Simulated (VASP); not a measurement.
# SnS2 (P-3m1) in VASP: a series of runs

The runs below take SnS2 through relaxation of cell and atoms, with PBE+D3(BJ).

All numbers are computed with VASP 6.6.1; they aren't measurements. Logs are shortened: lines on timing, memory, paths and dates and some standing lists are left out, and cuts for length are marked.

## (1) The structure

The structure is trigonal, space group P-3m1 (No. 164). The conventional cell has a = 3.639 Å, b = 3.639 Å, c = 5.868 Å, α = 90.00°, β = 90.00°, γ = 120.00°. Sn (site symmetry -3m) has 6 S at 2.56 Å as nearest neighbours. S (site symmetry 3m) has 3 Sn at 2.56 Å as nearest neighbours.

## (2) Relaxation of cell and atoms, PBE+D3(BJ)

File INCAR:

```
PREC = Accurate
ENCUT = 520
EDIFF = 1E-7
ISMEAR = 0
SIGMA = 0.02
LREAL = False
LASPH = True
NELM = 60
ALGO = Fast
ISIF = 3
LWAVE = False
LCHARG = False
GGA = PE
IVDW = 12
IBRION = 2
NSW = 80
EDIFFG = -0.002
AMIX = 0.2
```

File KPOINTS:

```
regular mesh
0
Gamma
  12 12 6
```

File POSCAR:

```
SnS2
1.0
    3.6390000000      0.0000000000      0.0000000000
   -1.8195000000      3.1514664400      0.0000000000
    0.0000000000      0.0000000000      5.8680000000
Sn S
1 2
Direct
    0.0000000000      0.0000000000      0.0000000000
    0.3333333300      0.6666666700      0.2500000000
    0.6666666700      0.3333333300      0.7500000000
```

Potentials or basis: VASP PAW PBE potentials, release 64 (Sn_d, S).

Launch:

```console
> cat potpaw_PBE.64/Sn_d/POTCAR potpaw_PBE.64/S/POTCAR > POTCAR
> mpirun -np 1 vasp_std > vasp.out
```

OUTCAR:

```text
PREC = Accurate
   ENCUT = 520
   EDIFF = 1E-7
   ISMEAR = 0
   LREAL = False
   LASPH = True
   NELM = 60
   ISIF = 3
   GGA = PE
   IVDW = 12
   IBRION = 2
   NSW = 80
   EDIFFG = -0.002
   AMIX = 0.2
 IVDW          = 12

 ion  position               nearest neighbor table
   1  0.000  0.000  0.000-   2 2.56   3 2.56   2 2.56   3 2.56   3 2.56   2 2.56
   2  0.333  0.667  0.250-   1 2.56   1 2.56   1 2.56
   3  0.667  0.333  0.750-   1 2.56   1 2.56   1 2.56

  LATTYP: Found a hexagonal cell.
 ALAT       =     3.6390000000
 C/A-ratio  =     1.6125309151

  Lattice vectors:

 A1 = (   3.6390000000,   0.0000000000,   0.0000000000)
 A2 = (  -1.8195000000,   3.1514664400,   0.0000000000)
 A3 = (   0.0000000000,   0.0000000000,   5.8680000000)

Analysis of symmetry for initial positions (statically):
=====================================================================
 Subroutine PRICEL returns:
 Original cell was already a primitive cell.

 Routine SETGRP: Setting up the symmetry group for a
 hexagonal supercell.

 Subroutine GETGRP returns: Found 12 space group operations
 (whereof 12 operations were pure point group operations)
 out of a pool of 24 trial point group operations.

The static configuration has the point symmetry D_3d.

Analysis of symmetry for dynamics (positions and initial velocities):
=====================================================================
 Subroutine PRICEL returns:
 Original cell was already a primitive cell.

 Routine SETGRP: Setting up the symmetry group for a
 hexagonal supercell.

 Subroutine GETGRP returns: Found 12 space group operations
 (whereof 12 operations were pure point group operations)
 out of a pool of 24 trial point group operations.

The dynamic configuration has the point symmetry D_3d.

 Subroutine INISYM returns: Found 12 space group operations
 (whereof 12 operations are pure point group operations),
 and found     1 'primitive' translations

----------------------------------------------------------------------------------------

                                     Primitive cell

  volume of cell :      67.2953

  direct lattice vectors                    reciprocal lattice vectors
     3.639000000  0.000000000  0.000000000     0.274800769  0.158656298  0.000000000
    -1.819500000  3.151466440  0.000000000     0.000000000  0.317312597  0.000000000
     0.000000000  0.000000000  5.868000000     0.000000000  0.000000000  0.170415815

  length of vectors
     3.639000000  3.638999996  5.868000000     0.317312597  0.317312597  0.170415815

  position of ions in fractional coordinates (direct lattice)
     0.000000000  0.000000000  0.000000000
     0.333333330  0.666666670  0.250000000
     0.666666670  0.333333330  0.750000000

  ion indices of the primitive-cell ions
   primitive index   ion index
                 1           1
                 2           2
                 3           3

----------------------------------------------------------------------------------------

 KPOINTS: regular mesh

Automatic generation of k-mesh.
 Grid dimensions read from file:
 generate k-points for:   12   12    6

 Generating k-lattice:

  Cartesian coordinates                     Fractional coordinates (reciprocal lattice)
     0.022900064  0.013221358  0.000000000     0.083333333  0.000000000  0.000000000
     0.000000000  0.026442716  0.000000000     0.000000000  0.083333333  0.000000000
     0.000000000  0.000000000  0.028402636     0.000000000  0.000000000  0.166666667

  Length of vectors
     0.026442716  0.026442716  0.028402636

  Shift w.r.t. Gamma in fractional coordinates (k-lattice)
     0.000000000  0.000000000  0.000000000

 Subroutine IBZKPT returns following result:
 ===========================================

 Found    100 irreducible k-points:

 Following reciprocal coordinates:
            Coordinates               Weight
  0.000000  0.000000  0.000000      1.000000
  0.083333  0.000000  0.000000      6.000000
  0.166667 -0.000000  0.000000      6.000000
  0.250000 -0.000000  0.000000      6.000000
  0.333333 -0.000000  0.000000      6.000000
  0.416667 -0.000000  0.000000      6.000000
[... 16 lines left out ...]
  0.166667 -0.000000  0.166667      6.000000
  0.000000  0.166667  0.166667      6.000000
 [... further k-points ...]
   k-points           NKPTS =    100   k-points in BZ     NKDIM =    100   number of bands    NBANDS=     17
   number of dos      NEDOS =    301   number of ions     NIONS =      3
   total plane-waves  NPLWV =  37632
   dimension x,y,z NGX =    28 NGY =   28 NGZ =   48
   dimension x,y,z NGXF=    56 NGYF=   56 NGZF=   96
   ions per type =               1   2
   NGX,Y,Z   is equivalent  to a cutoff of  12.79, 12.79, 13.60 a.u.
   NGXF,Y,Z  is equivalent  to a cutoff of  25.58, 25.58, 27.20 a.u.
 SYSTEM =  unknown system
   PREC   = accura    normal or accurate (medium, high low for compatibility)
   ISTART =      0    job   : 0-new  1-cont  2-samecut
   ICHARG =      2    charge: 1-file 2-atom 10-const
   ISPIN  =      1    spin polarized calculation?
   LNONCOLLINEAR =      F non collinear calculations
   LSORBIT =      F    spin-orbit coupling
   LASPH  =      T    aspherical Exc in radial PAW
   ENCUT  =  520.0 eV  38.22 Ry    6.18 a.u.   6.77  6.77 10.91*2*pi/ulx,y,z
   NELM   =     60;   NELMIN=  2; NELMDL= -5     # of ELM steps
   EDIFF  = 0.1E-06   stopping-criterion for ELM
   LREAL  =      F    real-space projection
   EDIFFG = -.2E-02   stopping-criterion for IOM
   NSW    =     80    number of steps for IOM
   IBRION =      2    ionic relax: 0-MD 1-quasi-New 2-CG
   NFREE  =      1    steps in history (QN), initial steepest desc. (CG)
   ISIF   =      3    stress and relaxation
   ISYM   =      2    0-nonsym 1-usesym 2-fastsym
   POTIM  = 0.5000    time-step for ionic-motion
   TEBEG  =    0.0;   TEEND  =   0.0 temperature during run
   PSTRESS=    0.0 pullay stress
   NELECT =      26.0000    total number of electrons
   NUPDOWN=      -1.0000    fix difference up-down
   EMIN   =  10.00;   EMAX   =-10.00  energy-range for DOS
   EFERMI =   0.00;   METHOD = LEGACY
   ISMEAR =     0;   SIGMA  =   0.02  broadening in eV -4-tet -1-fermi 0-gaus
   EFERMI_NEDOS =   21; number of points for ismear=-14 and -15
   IALGO  =     68    algorithm
   IMIX   =      4    mixing-type and parameters
     AMIX     =   0.20;   BMIX     =  1.00
     AMIX_MAG =   0.80;   BMIX_MAG =  1.00
  volume/ion in A,a.u.               =      22.43       151.38
  Fermi-wavevector in a.u.,A,eV,Ry     =   1.192352  2.253218 19.343434  1.421702
  Thomas-Fermi vector in A             =   2.328392
   LORBIT       =      0    0 simple, 1 ext, 2 COOP (PROOUT), +10 PAW based schemes
   GGA     = PE    functional components
   LHFCALC =     F    Hartree Fock is set to
   AEXX    =    0.0000 exact exchange contribution
   IVDW    =    12    specifies the selected vdW correction
   LEPSILON=     F    determine dielectric tensor
   LRPA    =     F    only Hartree local field effects (RPA)
 conjugate gradient relaxation of ions
 non-spin polarized calculation
 RMM-DIIS sequential band-by-band and
 Gauss-broadening in eV      SIGMA  =   0.02
  energy-cutoff  :      520.00
  volume of cell :       67.30
 maximum number of plane-waves:      1834
   NGX = 13   NGY = 13   NGZ = 21

--------------------------------------- Ionic step        1  -------------------------------------------

 number of electron      26.0000007 magnetization

 Free energy of the ion-electron system (eV)
  ---------------------------------------------------
  ext. energy  EPLUGINS =         0.00000000
  ---------------------------------------------------
  free energy    TOTEN  =       -13.13932095 eV

  energy without entropy =      -13.13932095  energy(sigma->0) =      -13.13932095

------------------------ aborting loop because EDIFF is reached ----------------------------------------

 Edisp (eV)   -0.98983

 E8    (eV) :    -0.4043

  FORCE on cell =-STRESS in cart. coord.  units (eV):
  Direction    XX          YY          ZZ          XY          YZ          ZX
  --------------------------------------------------------------------------------------
  -------------------------------------------------------------------------------------
  Total       0.75810     0.75810     0.60276    -0.00000     0.00000    -0.00000
  in kB      18.04886    18.04886    14.35071    -0.00000     0.00000    -0.00000
  external pressure =       16.82 kB  Pullay stress =        0.00 kB
[... 100 lines left out ...]
  FREE ENERGIE OF THE ION-ELECTRON SYSTEM (eV)
  ---------------------------------------------------
  free  energy   TOTEN  =       -14.1368616664 eV

  energy  without entropy=      -14.1368616664  energy(sigma->0) =      -14.13686167

[... ionic steps 4 to 26 ...]

--------------------------------------- Ionic step       27  -------------------------------------------

 number of electron      26.0000011 magnetization

------------------------ aborting loop because EDIFF is reached ----------------------------------------

 Edisp (eV)   -0.98675

 E8    (eV) :    -0.4032
[... 71 lines left out ...]
  energy  without entropy=      -14.1384472345  energy(sigma->0) =      -14.13844723

--------------------------------------- Ionic step       29  -------------------------------------------

 number of electron      26.0000011 magnetization

 Free energy of the ion-electron system (eV)
  ---------------------------------------------------
  ext. energy  EPLUGINS =         0.00000000
  ---------------------------------------------------
  free energy    TOTEN  =       -13.15167274 eV

  energy without entropy =      -13.15167274  energy(sigma->0) =      -13.15167274

 E-fermi :   4.9527     XC(G=0):  -9.6721

 val. band max:        4.8657924467   @ k =   0.0833   0.0000   0.0000
 cond. band min:       6.1283027935   @ k =   0.0000   0.4167   0.3333
 fundamental gap:      1.2625103468
 Fermi energy:         4.9527463994

 k-point     1 :       0.0000    0.0000    0.0000
  band No.  band energies     occupation
      1     -16.1687      2.00000
      2     -16.1687      2.00000
      3     -16.1295      2.00000
      4     -16.1032      2.00000
      5     -16.1032      2.00000
      6      -8.9615      2.00000
[... 9 lines left out ...]
     16      10.1843      0.00000
     17      10.1843      0.00000
[... 443 lines left out ...]
      1     -16.1850      2.00000
      2     -16.1546      2.00000
      3     -16.1197      2.00000
      4     -16.1107      2.00000
      5     -16.1013      2.00000
      6      -8.6142      2.00000
[... 9 lines left out ...]
     16      10.4354      0.00000
     17      10.7839      0.00000

 [... further k-points ...]

------------------------ aborting loop because EDIFF is reached ----------------------------------------

 Edisp (eV)   -0.98677

 E8    (eV) :    -0.4033

  FORCE on cell =-STRESS in cart. coord.  units (eV):
  Direction    XX          YY          ZZ          XY          YZ          ZX
  --------------------------------------------------------------------------------------
  -------------------------------------------------------------------------------------
  Total       0.00017     0.00017    -0.00304     0.00000     0.00000     0.00000
  in kB       0.00392     0.00392    -0.07202     0.00000     0.00000     0.00000
  external pressure =       -0.02 kB  Pullay stress =        0.00 kB
[... 18 lines left out ...]
  FREE ENERGIE OF THE ION-ELECTRON SYSTEM (eV)
  ---------------------------------------------------
  free  energy   TOTEN  =       -14.1384472247 eV

  energy  without entropy=      -14.1384472247  energy(sigma->0) =      -14.13844722

 reached required accuracy - stopping structural energy minimisation
```

It took 16 min on 1 thread of AMD EPYC 9R14 (Zen 4), shared host; peak memory 0.25 GiB.

Results:

- Free energy: -14.1384 eV
- Relaxed volume: 22.52 Å³/atom
- Relaxed cell: a = 3.667 Å, b = 3.667 Å, c = 5.802 Å, α = 90.00°, β = 90.00°, γ = 120.00°
- Space group after relaxing (to 0.05 Å): P-3m1 (No. 164)
- Energy gained by relaxing: 3.1 meV/atom
- Ionic steps: 29
- Pressure after relaxing: 0.0 GPa
- Band gap on the k mesh: 1.26 eV, indirect (least direct gap 1.74 eV)
- Dispersion energy per atom: -0.329 eV

Step by step:
```tsv
step	energy change (eV)	largest force (eV/Å)	pressure (GPa)	volume (Å³)
1	0.0000	0.2534	1.68	67.30
2	-0.0011	0.1857	-1.54	69.61
3	-0.0077	0.0195	-0.03	68.48
4	-0.0077	0.0154	-0.09	68.50
5	-0.0080	0.0228	-0.10	68.46
6	-0.0084	0.0472	-0.12	68.33
7	-0.0086	0.0462	0.00	68.18
8	-0.0087	0.0470	0.02	68.09
9	-0.0089	0.0461	0.13	67.91
10	-0.0090	0.0460	0.26	67.55
11	-0.0092	0.0296	0.18	67.52
12	-0.0093	0.0070	0.03	67.47
13	-0.0093	0.0034	0.06	67.47
14	-0.0093	0.0032	0.03	67.50
15	-0.0093	0.0025	-0.02	67.55
16	-0.0093	0.0004	0.02	67.55
17	-0.0093	0.0004	0.02	67.55
18	-0.0093	0.0020	0.01	67.55
19	-0.0093	0.0030	0.01	67.55
20	-0.0093	0.0027	0.01	67.55
21	-0.0093	0.0034	0.01	67.55
22	-0.0093	0.0026	0.00	67.55
23	-0.0093	0.0025	0.00	67.55
24	-0.0093	0.0024	0.00	67.55
25	-0.0093	0.0020	0.02	67.55
26	-0.0093	0.0003	-0.01	67.56
27	-0.0093	0.0012	-0.02	67.56
28	-0.0093	0.0017	-0.01	67.55
29	-0.0093	0.0013	0.00	67.55
```

Final structure:
```
Sn S
1.0
     3.66680    0.00000    0.00000
    -1.83340    3.17555    0.00000
     0.00000    0.00000    5.80163
Sn S
1 2
Direct
  0.00000 0.00000 0.00000
  0.33333 0.66667 0.25479
  0.66667 0.33333 0.74521
```

Caveat: spin-orbit coupling is left out, which moves the levels of the heavy elements. A k mesh can miss the band edges.

## (3) Relaxation of cell and atoms, PBE+D3(BJ)

This run uses another cell than the first one, of 22.52 Å³/atom, 1.004 times its volume.

INCAR is that of step 2.

KPOINTS is that of step 2.

File POSCAR:

```
SnS2                                    
1.0
    3.6668048377     -0.0000000000     -0.0000000000
   -1.8334024189      3.1755461357     -0.0000000000
    0.0000000000      0.0000000000      5.8016297505
  Sn              S             
     1     2
Direct
     0.0000000000000000    0.0000000000000000    0.0000000000000000
     0.3333333300000021    0.6666666699999979    0.2547897607758039
     0.6666666699999979    0.3333333300000021    0.7452102392241959
```

Potentials or basis: VASP PAW PBE potentials, release 64 (Sn_d, S).

Launch:

```console
> cat potpaw_PBE.64/Sn_d/POTCAR potpaw_PBE.64/S/POTCAR > POTCAR
> mpirun -np 1 vasp_std > vasp.out
```

OUTCAR:

```text
PREC = Accurate
   ENCUT = 520
   EDIFF = 1E-7
   ISMEAR = 0
   LREAL = False
   LASPH = True
   NELM = 60
   ISIF = 3
   GGA = PE
   IVDW = 12
   IBRION = 2
   NSW = 80
   EDIFFG = -0.002
   AMIX = 0.2
 IVDW          = 12

 ion  position               nearest neighbor table
   1  0.000  0.000  0.000-   2 2.58   3 2.58   2 2.58   3 2.58   3 2.58   2 2.58
   2  0.333  0.667  0.255-   1 2.58   1 2.58   1 2.58
   3  0.667  0.333  0.745-   1 2.58   1 2.58   1 2.58

  LATTYP: Found a hexagonal cell.
 ALAT       =     3.6668048377
 C/A-ratio  =     1.5822030371

  Lattice vectors:

 A1 = (   3.6668048377,   0.0000000000,   0.0000000000)
 A2 = (  -1.8334024189,   3.1755461357,   0.0000000000)
 A3 = (   0.0000000000,   0.0000000000,   5.8016297505)

[... 182 lines left out ...]

 Edisp (eV)   -0.98677

 E8    (eV) :    -0.4033
[... 237 lines left out ...]
--------------------------------------- Ionic step        7  -------------------------------------------

 number of electron      26.0000011 magnetization

 Free energy of the ion-electron system (eV)
  ---------------------------------------------------
  ext. energy  EPLUGINS =         0.00000000
  ---------------------------------------------------
  free energy    TOTEN  =       -13.15171943 eV

  energy without entropy =      -13.15171943  energy(sigma->0) =      -13.15171943

 E-fermi :   4.9606     XC(G=0):  -9.6723

 val. band max:        4.8663967154   @ k =   0.0833  -0.0000   0.0000
 cond. band min:       6.1289320219   @ k =   0.0000   0.4167   0.3333
 fundamental gap:      1.2625353065
 Fermi energy:         4.9606356551

 k-point     1 :       0.0000    0.0000    0.0000
  band No.  band energies     occupation
      1     -16.1687      2.00000
      2     -16.1687      2.00000
      3     -16.1294      2.00000
      4     -16.1031      2.00000
      5     -16.1031      2.00000
      6      -8.9613      2.00000
[... 457 lines left out ...]
      4     -16.1107      2.00000
      5     -16.1013      2.00000
      6      -8.6140      2.00000
[... 9 lines left out ...]
     16      10.4361      0.00000
     17      10.7845      0.00000

 [... further k-points ...]

------------------------ aborting loop because EDIFF is reached ----------------------------------------

 Edisp (eV)   -0.98683

 E8    (eV) :    -0.4033
[... 26 lines left out ...]
  FREE ENERGIE OF THE ION-ELECTRON SYSTEM (eV)
  ---------------------------------------------------
  free  energy   TOTEN  =       -14.1385453204 eV

  energy  without entropy=      -14.1385453204  energy(sigma->0) =      -14.13854532

 reached required accuracy - stopping structural energy minimisation
```

OSZICAR:

```text
N       E                     dE             d eps       ncg     rms          rms(c)
DAV:   1     0.202955343399E+03    0.20296E+03   -0.12843E+04  3427   0.184E+03
DAV:   2     0.898331665438E+01   -0.19397E+03   -0.19076E+03  3741   0.412E+02
[... 41 lines left out ...]
DAV:   1    -0.131517108890E+02   -0.17307E-04   -0.67532E-07  3785   0.135E-02    0.133E-03
RMM:   2    -0.131517108774E+02    0.11546E-07   -0.59377E-08  1808   0.244E-03
   6 F= -.14138545E+02 E0= -.14138545E+02  d E =-.862860E-07
       N       E                     dE             d eps       ncg     rms          rms(c)
DAV:   1    -0.131517194403E+02   -0.85513E-05   -0.11509E-07  2610   0.593E-03    0.707E-04
RMM:   2    -0.131517194274E+02    0.12851E-07   -0.18037E-08  1584   0.149E-03
   7 F= -.14138545E+02 E0= -.14138545E+02  d E =-.672281E-07
```

CONTCAR:

```text
SnS2
   1.00000000000000
     3.6667629144406586    0.0000000000000007    0.0000000000000000
    -1.8333814572703282    3.1755098290925536    0.0000000000000000
    -0.0000000000000000   -0.0000000000000000    5.8014779972025385
  Sn              S
     1     2
Direct
     0.0000000000000000    1.0000000000000000    0.0000000000000000
     0.3333333300000021    0.6666666699999979    0.2547900534423164
     0.6666666699999979    0.3333333300000021    0.7452099465576837

  0.00000000E+00  0.00000000E+00  0.00000000E+00
  0.00000000E+00  0.00000000E+00  0.00000000E+00
  0.00000000E+00  0.00000000E+00  0.00000000E+00
```

It took 2.9 min on 1 thread of AMD EPYC 9R14 (Zen 4), shared host; peak memory 0.25 GiB.

What came out:

- Free energy: -14.1385 eV
- Energy gained by relaxing: 0.0 meV/atom
- Ionic steps: 7
- Pressure after relaxing: 0.0 GPa
- Band gap on the k mesh: 1.26 eV, indirect (least direct gap 1.74 eV)
- Dispersion energy per atom: -0.329 eV

Final structure:
```
Sn S
1.0
     3.66676    0.00000    0.00000
    -1.83338    3.17551    0.00000
     0.00000    0.00000    5.80148
Sn S
1 2
Direct
  0.00000 0.00000 0.00000
  0.33333 0.66667 0.25479
  0.66667 0.33333 0.74521
```

Caveat: spin-orbit coupling is left out, which moves the levels of the heavy elements. A k mesh can miss the band edges.
